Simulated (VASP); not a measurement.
Input of a VASP 6.6.1 run:

File INCAR:

```
SYSTEM = Mo
PREC = Accurate ; ENCUT = 520
EDIFF = 1E-7 ; ISMEAR = 0
SIGMA = 0.1 ; LREAL = .False.
LASPH = .True. ; NELM = 80
ALGO = Normal ; ISIF = 3
LWAVE = .False. ; LCHARG = .False.
GGA = PE ; IBRION = 2
NSW = 80 ; EDIFFG = -0.002
PSTRESS = 450.0
```

The input KPOINTS:

```
Automatic mesh
0
Gamma
  18 18 18
  0 0 0
```

File POSCAR:

```
Mo                                      
1.0
   -1.5137881374      1.5137881374      1.5137881374
    1.5137881374     -1.5137881374      1.5137881374
    1.5137881374      1.5137881374     -1.5137881374
  Mo            
     1
Direct
     0.0000000000000000    0.0000000000000000    0.0000000000000000
```

Potentials or basis: VASP PAW PBE potentials, release 64 (Mo_sv).

Command:

```sh
$ cat potpaw_PBE.64/Mo_sv/POTCAR > POTCAR
$ mpirun -np 1 vasp_std > vasp.out
```

(1) Estimate the relaxed volume.

(2) What does it give for the relaxed cell?

(3) What does it give for the space group after relaxing (to 0.05 Å)?

## Answers

(1) 13.88 Å³/atom.

(2) a = 2.622 Å, b = 2.622 Å, c = 2.622 Å, α = 109.47°, β = 109.47°, γ = 109.47°.

(3) Im-3m (No. 229).

Caveat: the cell is relaxed towards a set pressure, so the enthalpy falls and the energy may rise.
